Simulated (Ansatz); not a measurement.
Input deck for Ansatz 0.2.0, then the block of the output on the nuclei.

The start is a structure deposited in the COD.

```yaml
crystal:
  lattice:
    - [0.0, 2.82685, 2.82685]
    - [2.82685, 0.0, 2.82685]
    - [2.82685, 2.82685, 0.0]
  atoms:
    - { symbol: Ga, position: [0.0, 0.0, 0.0] }
    - { symbol: As, position: [0.25, 0.25, 0.25] }
kpoints:
  mp_grid: { grid: [9, 9, 9] }
scf:
  occupations: { method: fermi_dirac, width: 0.02 }
hamiltonian:
  xc: pbe
  pseudopotentials: { kind: paw, frozen_core: stored }
output:
  forces: true
  stress: true
  populations: true
  efg: { quadrupole_moments_barn: { Ga: 0.107, As: 0.311 } }
relax:
  f_tol: 0.02
  max_steps: 60
```

```sh
ansatz run input.yaml --threads 1 --pin off --max-ram 3072MiB --backend cpu --events-out ev --progress --plain --runs-dir out
```

The run relaxes the ions first, and the block belongs to the relaxed positions.

Of the output, the block on the nuclei alone is shown; the set-up, the SCF iterations, energies, forces and stress are cut. One atom of each set with nearly equal values is shown.

```
--- PAW observables at the nuclei: V_zz in 10²¹ V/m², potentials from the cell's mean, atoms counted from 1 ---
  atom   1  Ga V_zz =    +0.000000   η = 0.0000   by run symmetry: forbidden   C_q = +0.0000 MHz
            electrostatic potential = -4130.778708 V   contact ρ = none
  atom   2  As V_zz =    -0.000000   η = 0.0000   by run symmetry: forbidden   C_q = -0.0000 MHz
            electrostatic potential = -4514.543079 V   contact ρ = none
```

The relaxation (1 step) took 1.3 s of wall time (1.2 s of CPU time) and 0.42 GiB at its peak, on 1 thread of AMD EPYC 9R45 (Zen 5) (x86_64; 16 cores open to the job, memory cap 3.0 GiB, no GPU), a shared host with a load of 0.2 a core.
